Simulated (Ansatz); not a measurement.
A run of Ansatz 0.2.0 is set up as follows.

Contents of input.yaml:

```yaml
crystal:
  lattice:
    - [3.77113, 0.0, 0.0]
    - [0.0, 3.77113, 0.0]
    - [0.0, 0.0, 3.77113]
  atoms:
    - { symbol: Zn, position: [0.0, 0.5, 0.5] }
    - { symbol: Zn, position: [0.5, 0.0, 0.5] }
    - { symbol: Zn, position: [0.5, 0.5, 0.0] }
hamiltonian:
  xc: lda
  pseudopotentials: { kind: paw }
kpoints:
  mp_grid: { grid: [7, 7, 7] }
scf:
  occupations: { method: fermi_dirac, width: 0.05 }
output:
  forces: true
  stress: true
  eigenvalues: true
relax:
  f_tol: 0.01
  max_steps: 40
  cell: { stress_tol: 0.05, p_target: 20.0 }
```

Potentials or basis: Ansatz PAW.

Launch:

```sh
$ ansatz run input.yaml --threads 2 --pin off --max-ram 5632MiB --backend cpu --events-out ev --progress --plain --runs-dir out
```

Task: What does it give for the relaxed cell?

Result: a = 3.416 Å, b = 3.416 Å, c = 3.416 Å, α = 90.00°, β = 90.00°, γ = 90.00°.

Task: What does it give for the relaxed volume?

Result: 13.29 Å³/atom.

Task: Estimate the space group after relaxing (to 0.05 Å).

Result: Pm-3m (No. 221).

Final structure:
```
Zn
1.0
     3.41622    0.00000    0.00000
     0.00000    3.41622    0.00000
     0.00000    0.00000    3.41622
Zn
3
Direct
  0.00000 0.50000 0.50000
  0.50000 0.00000 0.50000
  0.50000 0.50000 0.00000
```

Caveat: the volume moved by over 15 % at a fixed basis, so the end points are rough; the PAW data sets come from PBE, with cores solved anew for the run's functional, which leaves a small shift of forces and pressure.
